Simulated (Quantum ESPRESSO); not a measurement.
Runs of Quantum ESPRESSO 7.5 on TiO2. Symmetry: P4_2/mnm, No. 136, tetragonal system. Conventional cell: a = 4.600 Å, b = 4.600 Å, c = 2.959 Å, α = 90.00°, β = 90.00°, γ = 90.00°. Ti (site symmetry mmm) has 6 O at 1.95 to 1.98 Å as nearest neighbours. O (site symmetry m2m) is surrounded by 3 Ti at 1.95 to 1.98 Å. The cell is a database's computed one.

```csv
task,level,potentials or basis,cell,cutoff (eV),form of the LDA correlation,pressure (GPa),largest force (eV/Å)
dielectric tensor,BLYP,PseudoDojo 0.4.1 SR PBE standard,as given,1143,-,10.2,0.07
dielectric tensor,WC,PseudoDojo 0.4.1 SR PBE standard,as given,1143,-,(c),0.06
dielectric tensor,LDA,PseudoDojo 0.4.1 SR LDA standard,as given,1143,PW92,-9.3,0.14
phonons,LDA,GBRV 1.5 LDA,relaxed,612,PZ81,0.1,-
dielectric tensor,PBEsol,PseudoDojo 0.4.1 SR PBEsol standard,as given,1143,-,(b),(a)
```

Alike in all rows: no spin polarisation; k mesh 4 × 4 × 6, shifted; smearing fermi-dirac 0.05 eV.

Task: Fill in the values left out.

Result: (a) 0.08; (b) -3.4; (c) -2.7.

Caveats: the cell is more than 3 GPa from zero pressure, which shifts response properties (some runs); the potentials were made for another functional, which shifts forces and pressure (some runs).

Runs at the PBE level aren't shown here.
